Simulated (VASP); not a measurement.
GaP (zincblende): gaps by functional in VASP

```
Ga P
1.0
     0.00000    2.72540    2.72540
     2.72540    0.00000    2.72540
     2.72540    2.72540    0.00000
Ga P
1 1
Direct
  0.00000 0.00000 0.00000
  0.25000 0.25000 0.25000
```

All runs share this cell. Band v is the last that the valence electrons fill when counted band by band, and c is the next. A negative gap between them is a band overlap, as in a metal.

| level | gap (eV) | least direct gap (eV) | pressure (GPa) |
| --- | --- | --- | --- |
| PBE | 1.60 | 1.83 | 2.5 |
| r²SCAN | 1.86 | 2.34 | 0.0 |
| LDA | 1.45 | 1.64 | -2.7 |
| PBEsol | 1.47 | 1.75 | -0.7 |
| PBE with spin–orbit coupling | 1.58 | 1.80 | – |
| HSE06 | 2.26 | 2.79 | 0.5 |
